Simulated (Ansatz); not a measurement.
**Rh/LiH/Pt under bias**

Aim: the current through Rh/LiH/Pt at finite bias, with the potential solved under that bias. The lower electrode is Rh fcc(111), the upper one Pt fcc(111); the barrier is LiH rock salt(111) (Li and Li faces). In the first transport cell, after relaxation, the nearest pair of electrode and barrier is Rh–Li at 2.45 Å, along the normal, at the lower face and Pt–Li at 2.42 Å, along the normal, at the upper one. All share a net of side 2.708 Å, which strains the lower electrode by +0.0 %, the upper one by -3.5 % and the barrier by -4.5 %, against typed lattice constants near PBE's. The first steps treat the bulk electrodes alone.

Program: Ansatz 0.2.0. Level of theory: PBE DFT, plane waves, PAW files, in the first sound run; inputs show where later runs differ. Results are calculated unless marked as measured.

**1. Set-up**

Symmetry: Fm-3m, No. 225, cubic system. Conventional cell: a = 3.830 Å, b = 3.830 Å, c = 3.830 Å, α = 90.00°, β = 90.00°, γ = 90.00°. Nearest to Rh lie 12 Rh at 2.71 Å.

**2. Layer spacing of the electrode, electrode Rh fcc(111), k-mesh 18×18×5**

The electrode is held to the junction's net and relaxed along the normal; its spacing is used for the ideal lead layers.

input.yaml reads:

```yaml
crystal:
  lattice:
    - [2.708, 0.0, 0.0]
    - [-1.354, 2.3451967934, 0.0]
    - [0.0, 0.0, 6.6341300517]
  atoms:
    - { symbol: Rh, position: [0.0, 0.0, 0.0] }
    - { symbol: Rh, position: [0.3333333333, 0.6666666667, 0.3333333333] }
    - { symbol: Rh, position: [0.6666666667, 0.3333333333, 0.6666666667] }
kpoints:
  mp_grid: { grid: [18, 18, 5] }
scf:
  occupations: { method: fermi_dirac, width: 0.1 }
  max_iter: 150
hamiltonian:
  xc: pbe
relax:
  f_tol: 0.01
  max_steps: 40
  cell: { fix: [a, b, angles] }
```

Run with:

```bash
$ ansatz run input.yaml --threads 4 --pin off --max-ram 16384MiB --backend cpu --events-out ev --progress --plain --runs-dir out
```

Numbers of over 12 decimals in the logs are rounded to 6 here.

The log of the run:

```text
Engine: ansatz 0.2.0, aarch64-unknown-linux-gnu
Pseudopotentials: kind: paw
Pseudopotential: Rh, paw, valence charge 17, recommended cutoff 420 eV (normal), Rh.paw.azcp
Functional definition: PBE
  parameter kappa = 0.804
  parameter beta = 0.066725
  exchange = pbe_x(kappa = kappa, mu = beta*pi^2/3)
  correlation = pbe_c(beta = beta)
Crystal: 3 atoms, lattice volume = 42.132 Å³
Basis set: ecut = 420 eV, 845 PW (Γ), exchange–correlation on 40×40×90 points (8 copies of the dense FFT grid, shifted against one another)
Bands: 31, of which v1, the nominal top of the filled ones, is band 26 counted from 1 (25 counted from 0)
Symmetry: 36 space group operations
Space group: R-3m (ITA 166), of the structure as read, at distance tolerance 3.5e-5 Å
k-points: 165 of 1620
Non-local potential: Rh, projectors of the file, l = 0: 3, l = 1: 2, l = 2: 2, l = 3: 1
PAW form: soft (Blöchl's): semilocal exchange-correlation on the pseudo side does not see the compensation charge
PAW one-centre angular grid: Rh, 590 points (default); XC on 64 Gauss nodes
Initial density: superposition of atomic densities (neutral atoms: chi_scale 0, normalization atom), corrected by the library's trained network
Initial wavefunctions: pseudopotential atomic-orbital guess
Functional: x = pbe(κ = 0.804, μ = 0.219515), c = pbe(β = 0.066725)
SCF iter   1: F=—  HF=-19208.729537 eV  |F-HF|=—  |Δ(HF+E_count)|=         —  Δρ=2.81e-3  dr2=1.05e-3  ethr=1.77e-3  ⟨swp⟩=5.0  Hψ=17233  notcnv=0
preconditioner: auto → Kerker (q_TF=auto, 2.817 Å⁻¹)  [metal: Δε(μ)=0.013 eV  Ē_g=6.676 eV  σ=0.100 eV  W_gap=0.03  n_scr=10 (ndim 8)  ℏωp=29.7 eV  f_vac=0.000  D(μ)=4.26/eV (n_scr^D=50)]
SCF iter   2: F=—  HF=-19208.732295 eV  |F-HF|=—  |Δ(HF+E_count)|=   2.76e-3  Δρ=1.52e-3  dr2=2.42e-4  ethr=2.06e-6  ⟨swp⟩=2.6  Hψ=11129  notcnv=0
SCF iter   3: F=—  HF=-19208.732512 eV  |F-HF|=—  |Δ(HF+E_count)|=   2.16e-4  Δρ=3.35e-4  dr2=2.36e-5  ethr=4.74e-7  ⟨swp⟩=2.0  Hψ=7223  notcnv=0
SCF iter   4: F=—  HF=-19208.732467 eV  |F-HF|=—  |Δ(HF+E_count)|=   4.46e-5  Δρ=7.22e-5  dr2=1.23e-6  ethr=4.62e-8  ⟨swp⟩=2.1  Hψ=6762  notcnv=0
iter 5 did not close the SCF: its close was put off for the readings that it lacked (scf_convergence_deferred on its scf_iter line)
SCF iter   5: F=-19208.732467 eV  HF=-19208.732467 eV  |F-HF|=1.48e-8  |Δ(HF+E_count)|=   1.68e-8  Δρ=1.28e-5  dr2=4.24e-8  ethr=2.42e-9  ⟨swp⟩=2.0  Hψ=7111  notcnv=0
SCF iter   6: F=-19208.732467 eV  HF=-19208.732467 eV  |F-HF|=1.27e-9  |Δ(HF+E_count)|=   1.72e-8  Δρ=3.36e-6  dr2=3.28e-9  ethr=8.31e-11  ⟨swp⟩=1.8  Hψ=15583  notcnv=0
SCF 1 converged in 6 iterations: F = -19208.732467 eV  dr2 = 3.28e-9
  greatest PAW one-centre occupation: 1.000 electrons in one spin orbital (limit 2), on the Rh atom at site 2 (counted from 0), in its partial waves of l = 0
relax step   1: F+E_penalty+E_count = -19208.73246712 eV  Δ(F+E_penalty+E_count) = +0.000e0 eV  max|allowed force component| = 2.054e-27 eV/Å  Δτ_max = 0.0000 Å  P = +0.442 GPa  Ω = 42.132 Å³  fix = [a, b, alpha, beta, gamma]  reactions: a +0.440, b +0.440 GPa  (6 SCF iters, dr2 threshold 1.00e-7 eV, accepted)
Crystal: 3 atoms, lattice volume = 42.196 Å³
Initial density: handed on by an earlier stage of this run
Initial wavefunctions: those handed on with the density
iter 1 solved again at ethr=4.95e-8 eV; its pass at ethr=3.10e-3 eV (dr2=2.53e-5 eV) is discarded
SCF iter   1: F=—  HF=-19208.732502 eV  |F-HF|=—  |Δ(HF+E_count)|=         —  Δρ=2.82e-4  dr2=1.32e-5  ethr=4.95e-8  ⟨swp⟩=2.8  Hψ=22897  notcnv=0
preconditioner: auto → Kerker (q_TF=auto, 2.816 Å⁻¹)  [metal: Δε(μ)=0.013 eV  Ē_g=6.664 eV  σ=0.100 eV  W_gap=0.03  n_scr=10 (ndim 8)  ℏωp=29.7 eV  f_vac=0.000  D(μ)=4.27/eV (n_scr^D=50)]
SCF iter   2: F=—  HF=-19208.732450 eV  |F-HF|=—  |Δ(HF+E_count)|=   5.22e-5  Δρ=1.35e-4  dr2=3.09e-6  ethr=2.58e-8  ⟨swp⟩=1.6  Hψ=6563  notcnv=0
iter 3 did not close the SCF: its close was put off for the readings that it lacked (scf_convergence_deferred on its scf_iter line)
SCF iter   3: F=-19208.732449 eV  HF=-19208.732449 eV  |F-HF|=1.74e-9  |Δ(HF+E_count)|=   3.91e-7  Δρ=2.37e-5  dr2=1.18e-7  ethr=6.06e-9  ⟨swp⟩=2.4  Hψ=7792  notcnv=0
iter 4 did not close the SCF: its close was put off for the readings that it lacked (scf_convergence_deferred on its scf_iter line)
SCF iter   4: F=-19208.732450 eV  HF=-19208.732450 eV  |F-HF|=1.75e-10  |Δ(HF+E_count)|=   1.06e-8  Δρ=5.51e-6  dr2=4.76e-9  ethr=2.32e-10  ⟨swp⟩=2.4  Hψ=7792  notcnv=0
iter 5 did not close the SCF: its close was put off for the readings that it lacked (scf_convergence_deferred on its scf_iter line)
SCF iter   5: F=-19208.732450 eV  HF=-19208.732450 eV  |F-HF|=5.82e-11  |Δ(HF+E_count)|=  4.15e-10  Δρ=1.88e-6  dr2=6.27e-10  ethr=9.32e-12  ⟨swp⟩=1.5  Hψ=6409  notcnv=0
SCF iter   6: F=-19208.732450 eV  HF=-19208.732450 eV  |F-HF|=2.18e-11  |Δ(HF+E_count)|=  9.46e-11  Δρ=6.18e-7  dr2=5.28e-11  ethr=1.23e-12  ⟨swp⟩=1.0  Hψ=14983  notcnv=0
SCF 2 converged in 6 iterations: F = -19208.732450 eV  dr2 = 5.28e-11
relax step   2: F+E_penalty+E_count = -19208.73244951 eV  Δ(F+E_penalty+E_count) = +1.761e-5 eV  max|allowed force component| = 1.208e-28 eV/Å  Δτ_max = 0.0000 Å  P = +0.052 GPa  Ω = 42.196 Å³  energy of the carried Pulay correction = -4.398e-5 eV  fix = [a, b, alpha, beta, gamma]  reactions: a +0.234, b +0.234 GPa  (6 SCF iters, dr2 threshold 3.00e-7 eV, accepted)
Crystal: 3 atoms, lattice volume = 42.170 Å³
iter 1 solved again at ethr=8.99e-9 eV; its pass at ethr=3.10e-3 eV (dr2=4.59e-6 eV) is discarded
SCF iter   1: F=—  HF=-19208.732543 eV  |F-HF|=—  |Δ(HF+E_count)|=         —  Δρ=1.18e-4  dr2=2.33e-6  ethr=8.99e-9  ⟨swp⟩=2.7  Hψ=22677  notcnv=0
preconditioner: auto → Kerker (q_TF=auto, 2.816 Å⁻¹)  [metal: Δε(μ)=0.014 eV  Ē_g=6.669 eV  σ=0.100 eV  W_gap=0.04  n_scr=10 (ndim 8)  ℏωp=29.7 eV  f_vac=0.000  D(μ)=4.26/eV (n_scr^D=50)]
SCF iter   2: F=—  HF=-19208.732494 eV  |F-HF|=—  |Δ(HF+E_count)|=   4.87e-5  Δρ=5.61e-5  dr2=5.34e-7  ethr=4.58e-9  ⟨swp⟩=1.8  Hψ=6753  notcnv=0
iter 3 did not close the SCF: its close was put off for the readings that it lacked (scf_convergence_deferred on its scf_iter line)
SCF iter   3: F=-19208.732494 eV  HF=-19208.732494 eV  |F-HF|=1.27e-10  |Δ(HF+E_count)|=   6.87e-8  Δρ=9.94e-6  dr2=2.04e-8  ethr=1.05e-9  ⟨swp⟩=2.3  Hψ=7768  notcnv=0
iter 4 did not close the SCF: its close was put off for the readings that it lacked (scf_convergence_deferred on its scf_iter line)
SCF iter   4: F=-19208.732494 eV  HF=-19208.732494 eV  |F-HF|=4.37e-11  |Δ(HF+E_count)|=   1.97e-9  Δρ=2.05e-6  dr2=6.64e-10  ethr=3.99e-11  ⟨swp⟩=2.4  Hψ=7976  notcnv=0
iter 5 did not close the SCF: its close was put off for the readings that it lacked (scf_convergence_deferred on its scf_iter line)
SCF iter   5: F=-19208.732494 eV  HF=-19208.732494 eV  |F-HF|=3.64e-12  |Δ(HF+E_count)|=  7.28e-11  Δρ=6.79e-7  dr2=8.75e-11  ethr=1.30e-12  ⟨swp⟩=1.7  Hψ=7556  notcnv=0
SCF iter   6: F=-19208.732494 eV  HF=-19208.732494 eV  |F-HF|=0.00e0  |Δ(HF+E_count)|=  7.28e-12  Δρ=2.08e-7  dr2=6.06e-12  ethr=1.00e-12  ⟨swp⟩=1.0  Hψ=10890  notcnv=0
SCF 3 converged in 6 iterations: F = -19208.732494 eV  dr2 = 6.06e-12
relax step   3: F+E_penalty+E_count = -19208.73249376 eV  Δ(F+E_penalty+E_count) = -4.425e-5 eV  max|allowed force component| = 7.630e-28 eV/Å  Δτ_max = 0.0000 Å  P = +0.212 GPa  Ω = 42.170 Å³  energy of the carried Pulay correction = -2.585e-5 eV  fix = [a, b, alpha, beta, gamma]  reactions: a +0.318, b +0.318 GPa  (6 SCF iters, dr2 threshold 2.45e-7 eV, accepted)
Initial wavefunctions: pseudopotential atomic-orbital guess (no wavefunctions were taken with the density)
iter 1 solved again at ethr=2.88e-8 eV; its pass at ethr=3.10e-3 eV (dr2=1.47e-5 eV) is discarded
SCF iter   1: F=—  HF=-19208.732520 eV  |F-HF|=—  |Δ(HF+E_count)|=         —  Δρ=2.18e-4  dr2=4.12e-7  ethr=2.88e-8  ⟨swp⟩=3.1  Hψ=31342  notcnv=0
preconditioner: auto → Kerker (q_TF=auto, 2.816 Å⁻¹)  [metal: Δε(μ)=0.014 eV  Ē_g=6.669 eV  σ=0.100 eV  W_gap=0.03  n_scr=10 (ndim 8)  ℏωp=29.7 eV  f_vac=0.000  D(μ)=4.26/eV (n_scr^D=50)]
SCF iter   2: F=—  HF=-19208.732506 eV  |F-HF|=—  |Δ(HF+E_count)|=   1.44e-5  Δρ=1.11e-4  dr2=1.07e-7  ethr=8.08e-10  ⟨swp⟩=1.2  Hψ=5233  notcnv=0
SCF iter   3: F=—  HF=-19208.732517 eV  |F-HF|=—  |Δ(HF+E_count)|=   1.17e-5  Δρ=9.45e-7  dr2=1.30e-10  ethr=2.09e-10  ⟨swp⟩=1.0  Hψ=5115  notcnv=0
iter 4 did not close the SCF: its close was put off for the readings that it lacked (scf_convergence_deferred on its scf_iter line)
SCF iter   4: F=-19208.732517 eV  HF=-19208.732517 eV  |F-HF|=7.28e-12  |Δ(HF+E_count)|=  8.73e-11  Δρ=3.83e-7  dr2=2.43e-11  ethr=1.00e-12  ⟨swp⟩=2.0  Hψ=6699  notcnv=0
iter 5 did not close the SCF: its close was put off for the readings that it lacked (scf_convergence_deferred on its scf_iter line)
SCF iter   5: F=-19208.732517 eV  HF=-19208.732517 eV  |F-HF|=7.28e-12  |Δ(HF+E_count)|=    0.00e0  Δρ=6.45e-8  dr2=8.01e-13  ethr=1.00e-12  ⟨swp⟩=1.0  Hψ=5115  notcnv=0
iter 6 did not close the SCF: its close was put off for the readings that it lacked (scf_convergence_deferred on its scf_iter line)
SCF iter   6: F=-19208.732517 eV  HF=-19208.732517 eV  |F-HF|=3.64e-12  |Δ(HF+E_count)|=  3.64e-12  Δρ=1.31e-8  dr2=1.97e-14  ethr=1.00e-12  ⟨swp⟩=1.0  Hψ=5115  notcnv=0
iter 7 did not close the SCF: its close was put off for the readings that it lacked (scf_convergence_deferred on its scf_iter line)
SCF iter   7: F=-19208.732517 eV  HF=-19208.732517 eV  |F-HF|=0.00e0  |Δ(HF+E_count)|=  3.64e-12  Δρ=4.57e-9  dr2=2.65e-15  ethr=1.00e-12  ⟨swp⟩=1.0  Hψ=5115  notcnv=0
SCF iter   8: F=-19208.732517 eV  HF=-19208.732517 eV  |F-HF|=0.00e0  |Δ(HF+E_count)|=    0.00e0  Δρ=8.36e-10  dr2=1.44e-16  ethr=1.00e-12  ⟨swp⟩=2.0  Hψ=14204  notcnv=0
SCF 4 converged in 8 iterations: F = -19208.732517 eV  dr2 = 1.44e-16
relax step   4: F+E_penalty+E_count = -19208.73251750 eV  Δ(F+E_penalty+E_count) = -2.374e-5 eV  max|allowed force component| = 7.943e-29 eV/Å  Δτ_max = 0.0000 Å  P = +0.212 GPa  Ω = 42.170 Å³  fix = [a, b, alpha, beta, gamma]  reactions: a +0.318, b +0.318 GPa  stress off target by 1.76e-3 GPa on what of the cell is left free  SCF on the basis re-selected at this cell (its energy is not comparable with the rows above)  (8 SCF iters)
basis re-selected at this cell: Δ(F+E_penalty+E_count) = -2.374e-5 eV, ΔP = -0.000 GPa vs the last step (what re-selecting the basis moved, of the pressure what is left beyond the Pulay correction that the steps carried, after the strain that the cell walked since its last selection, with what the two solves' SCF thresholds leave and, on support functions, any second-order correction that the steps lacked; it is no m [...]
SCF converged after 8 iterations
Free energy (F): -19208.732517 eV
Harris-Foulkes:  -19208.732517 eV  (|F-HF|=0.00e0)
Internal energy: -19208.591488 eV  (E = F + TS)
E sigma→0 (E₀):  -19208.662003 eV
Entropy (-TS):   -0.141029 eV (-47.010 meV/atom)
Fermi energy:    21.754876 eV
--- Per-component energies (eV) ---
  E_band       = -283.356492
  E_kinetic    = 1718.406502
  E_local      = -4771.265782  (includes V_loc(G=0)·N_el)
  E_nonlocal   = 1063.682087
  E_hartree    = 1676.995900
  E_xc         = -665.259544
  E_vxc        = -835.112902  (∫ρ·V_xc dr)
  E_paw        = -10760.588254  (= ΣΔE_a)
  E_vpaw       = -813.060811  (= ΣTr[D̂ρ^β])
  E_aug_tail   = 0.002614  (compensation charges beyond the density's cutoff)
  E_ewald      = -7470.565011
  E_smearing   = -0.141029  (= −TS)
  E_closure    = -0.000000  (closes the sum)
  Σ components = -19208.732517   (vs F -19208.732517, Δ=0.00e0)
--- Forces (eV/Å), atoms counted from 1 ---
  atom   1  Rh    -0.00000000    -0.00000000    -0.00000000
  atom   2  Rh     0.00000000     0.00000000     0.00000000
  atom   3  Rh     0.00000000    -0.00000000     0.00000000
  max |Σ_I F_I| component: 1.37e-28 eV/Å
--- Stress (GPa, compression-positive) ---
        0.318236       0.000000       0.000000
        0.000000       0.318236       0.000000
        0.000000       0.000000      -0.001763
  P = ⅓ Tr σ = 0.2116 GPa (2.116 kbar)
--- Relaxed structure (3 steps of the walk, 3 accepted, 1 SCFs on fresh bases) ---
  F+E_penalty+E_count = -19208.73251750 eV   max|allowed force component| = 7.943e-29 eV/Å   (the final SCF, on the basis selected at the relaxed cell)
  cell:  # Å, volume = 42.1699 Å³
    - [2.708000, 0, 0]
    - [-1.354000, 2.345197, 0]
    - [0, 0, 6.640095]
  atoms:
    - { symbol: Rh, position: [0, 0, 0] }
    - { symbol: Rh, position: [0.333333, 0.666667, 0.333333] }
    - { symbol: Rh, position: [0.666667, 0.333333, 0.666667] }
```

Elapsed: 6.6 s, on 4 threads of Arm Neoverse V2, shared host; peak memory 0.45 GiB.

Little changed from the start: no atom moved by 0.005 Å and no cell edge by 0.1 %.

Numbers from this step:

- free energy: -19208.7325 eV
- Fermi energy: 21.75 eV
- pressure: 0.2116 GPa

**3. Layer spacing of the electrode, electrode Pt fcc(111), k-mesh 18×18×4**

System of this step: Pt. Symmetry: R-3m, No. 166, trigonal system. The conventional cell has a = 2.708 Å, b = 2.708 Å, c = 7.046 Å, α = 90.00°, β = 90.00°, γ = 120.00°. Nearest to Pt lie 12 Pt at 2.71 to 2.82 Å.

The electrode is held to the junction's net and relaxed along the normal; its spacing is used for the ideal lead layers.

input.yaml, the sections that differ from step 2:

```yaml
crystal:
  lattice:
    - [2.708, 0.0, 0.0]
    - [-1.354, 2.3451967934, 0.0]
    - [0.0, 0.0, 7.0463581439]
  atoms:
    - { symbol: Pt, position: [0.0, 0.0, 0.0] }
    - { symbol: Pt, position: [0.3333333333, 0.6666666667, 0.3333333333] }
    - { symbol: Pt, position: [0.6666666667, 0.3333333333, 0.6666666667] }
kpoints:
  mp_grid: { grid: [18, 18, 4] }
# scf, hamiltonian, relax: as in step 2
```

The log of the run:

```text
[...]
Crystal: 3 atoms, lattice volume = 44.750 Å³
Basis set: ecut = 420 eV, 881 PW (Γ), exchange–correlation on 40×40×96 points (8 copies of the dense FFT grid, shifted against one another)
Bands: 33, of which v1, the nominal top of the filled ones, is band 27 counted from 1 (26 counted from 0)
Symmetry: 36 space group operations
[...]
k-points: 138 of 1296
[...]
SCF iter   1: F=—  HF=-37568.974679 eV  |F-HF|=—  |Δ(HF+E_count)|=         —  Δρ=3.91e-3  dr2=1.87e-3  ethr=1.77e-3  ⟨swp⟩=5.2  Hψ=16207  notcnv=0
[...]
SCF iter   6: F=-37568.978215 eV  HF=-37568.978215 eV  |F-HF|=2.62e-10  |Δ(HF+E_count)|=   2.55e-9  Δρ=2.76e-6  dr2=2.23e-9  ethr=7.29e-11  ⟨swp⟩=1.9  Hψ=14288  notcnv=0
SCF 1 converged in 6 iterations: F = -37568.978215 eV  dr2 = 2.23e-9
[...]
relax step   1: F+E_penalty+E_count = -37568.97821482 eV  Δ(F+E_penalty+E_count) = +0.000e0 eV  max|allowed force component| = 5.207e-27 eV/Å  Δτ_max = 0.0000 Å  P = +14.901 GPa  Ω = 44.750 Å³  fix = [a, b, alpha, beta, gamma]  reactions: a +18.839, b +18.839 GPa  (6 SCF iters, dr2 threshold 1.00e-7 eV, accepted)
Crystal: 3 atoms, lattice volume = 46.409 Å³
Basis set: ecut = 420 eV, 907 PW (Γ), exchange–correlation on 40×40×96 points (8 copies of the dense FFT grid, shifted against one another)
[...]
SCF iter   6: F=-37568.984256 eV  HF=-37568.984256 eV  |F-HF|=6.84e-10  |Δ(HF+E_count)|=   1.22e-8  Δρ=5.05e-6  dr2=8.08e-9  ethr=3.43e-10  ⟨swp⟩=2.0  Hψ=15074  notcnv=0
SCF 2 converged in 6 iterations: F = -37568.984256 eV  dr2 = 8.08e-9
relax step   2: F+E_penalty+E_count = -37568.98425580 eV  Δ(F+E_penalty+E_count) = -6.041e-3 eV  max|allowed force component| = 4.260e-26 eV/Å  Δτ_max = 0.0000 Å  P = +5.927 GPa  Ω = 46.409 Å³  energy of the carried Pulay correction = -7.414e-4 eV  fix = [a, b, alpha, beta, gamma]  reactions: a +11.374, b +11.374 GPa  (6 SCF iters, dr2 threshold 3.00e-7 eV, accepted)
Crystal: 3 atoms, lattice volume = 45.722 Å³
Basis set: ecut = 420 eV, 883 PW (Γ), exchange–correlation on 40×40×96 points (8 copies of the dense FFT grid, shifted against one another)
[...]
SCF iter   6: F=-37568.996633 eV  HF=-37568.996633 eV  |F-HF|=2.18e-11  |Δ(HF+E_count)|=   1.43e-9  Δρ=1.78e-6  dr2=9.22e-10  ethr=4.30e-11  ⟨swp⟩=1.6  Hψ=12216  notcnv=0
SCF 3 converged in 6 iterations: F = -37568.996633 eV  dr2 = 9.22e-10
relax step   3: F+E_penalty+E_count = -37568.99663270 eV  Δ(F+E_penalty+E_count) = -1.238e-2 eV  max|allowed force component| = 2.918e-26 eV/Å  Δτ_max = 0.0000 Å  P = +9.298 GPa  Ω = 45.722 Å³  energy of the carried Pulay correction = -4.385e-4 eV  fix = [a, b, alpha, beta, gamma]  reactions: a +14.218, b +14.218 GPa  (6 SCF iters, dr2 threshold 3.00e-7 eV, accepted)
[...]
relax step   4: F+E_penalty+E_count = -37568.99679745 eV  Δ(F+E_penalty+E_count) = -1.648e-4 eV  max|allowed force component| = 1.967e-28 eV/Å  Δτ_max = 0.0000 Å  P = +9.704 GPa  Ω = 45.645 Å³  energy of the carried Pulay correction = -4.042e-4 eV  fix = [a, b, alpha, beta, gamma]  reactions: a +14.556, b +14.556 GPa  (6 SCF iters, dr2 threshold 3.00e-7 eV, accepted)
Basis set: ecut = 420 eV, 883 PW (Γ), exchange–correlation on 40×40×100 points (8 copies of the dense FFT grid, shifted against one another)
[...]
SCF iter   8: F=-37568.997176 eV  HF=-37568.997176 eV  |F-HF|=7.28e-12  |Δ(HF+E_count)|=    0.00e0  Δρ=3.83e-10  dr2=4.51e-17  ethr=1.00e-12  ⟨swp⟩=1.5  Hψ=9804  notcnv=0
SCF 5 converged in 8 iterations: F = -37568.997176 eV  dr2 = 4.51e-17
relax step   5: F+E_penalty+E_count = -37568.99717638 eV  Δ(F+E_penalty+E_count) = -3.789e-4 eV  max|allowed force component| = 1.421e-28 eV/Å  Δτ_max = 0.0000 Å  P = +9.696 GPa  Ω = 45.645 Å³  fix = [a, b, alpha, beta, gamma]  reactions: a +14.550, b +14.550 GPa  stress off target by 1.16e-2 GPa on what of the cell is left free  SCF on the basis re-selected at this cell (its energy is not comparable with the rows above)  (8 SCF iters)
[...]
SCF converged after 8 iterations
Free energy (F): -37568.997176 eV
[...]
Internal energy: -37568.850351 eV  (E = F + TS)
E sigma→0 (E₀):  -37568.923764 eV
Entropy (-TS):   -0.146826 eV (-48.942 meV/atom)
Fermi energy:    23.117837 eV
[...]
--- Stress (GPa, compression-positive) ---
       14.550422       0.000000      -0.000000
        0.000000      14.550422       0.000000
       -0.000000       0.000000      -0.011551
  P = ⅓ Tr σ = 9.6964 GPa (96.964 kbar)
--- Relaxed structure (4 steps of the walk, 4 accepted, 1 SCFs on fresh bases) ---
[...]
cell:  # Å, volume = 45.6450 Å³
    - [2.708000, 0, 0]
    - [-1.354000, 2.345197, 0]
    - [0, 0, 7.187286]
  atoms:
    - { symbol: Pt, position: [0, 0, 0.0] }
    - { symbol: Pt, position: [0.333333, 0.666667, 0.333333] }
    - { symbol: Pt, position: [0.666667, 0.333333, 0.666667] }
```

Run time: 7.5 s. Hardware: 4 threads; peak memory 0.45 GiB; 29 s of CPU time.

Step by step:

| step | energy less that of the first step (eV) | largest force component (eV/Å) | pressure (GPa) | volume (Å³) |
| --- | --- | --- | --- | --- |
| 1 | 0.0000 | 0.0000 | 14.90 | 44.75 |
| 2 | -0.0060 | 0.0000 | 5.93 | 46.41 |
| 3 | -0.0184 | 0.0000 | 9.30 | 45.72 |
| 4 | -0.0186 | 0.0000 | 9.70 | 45.64 |
| 5* | -0.0190 | 0.0000 | 9.70 | 45.64 |

Relaxation steps marked * repeat the geometry before them on a plane-wave basis chosen anew for their cell, so energy and pressure can jump there.

Forces are held to the 36 operations that the run works with; a distortion that breaks them can't arise in this run.

| conventional cell, symmetrised | before | after | change |
| --- | --- | --- | --- |
| a (Å) | 2.708 | 2.708 | -0.0 % |
| b (Å) | 2.708 | 2.708 | -0.0 % |
| c (Å) | 7.046 | 7.187 | +2.0 % |
| volume (Å³/atom) | 14.92 | 15.21 | +2.0 % |

The relaxed structure:

```xyz
3
Lattice="2.7080 0.0000 0.0000 -1.3540 2.3452 0.0000 0.0000 0.0000 7.1873" Properties=species:S:1:pos:R:3 pbc="T T T"
Pt    0.0000    0.0000    0.0000
Pt    0.0000    1.5635    2.3958
Pt    1.3540    0.7817    4.7915
```

Numbers from this step:

* free energy: -37568.9972 eV
* Fermi energy: 23.12 eV
* pressure: 9.696 GPa

[end of part 1 of 5]

[Logs are printed without paths, hosts, clocks, repeated set-up lines and the standing remarks that a program may print on its own settings, such as how far it seeks lower states.]

[Hosts, paths, dates, database ids (printed as entryN), source tags and the programs' standing remarks are cut or masked in the printed files.]
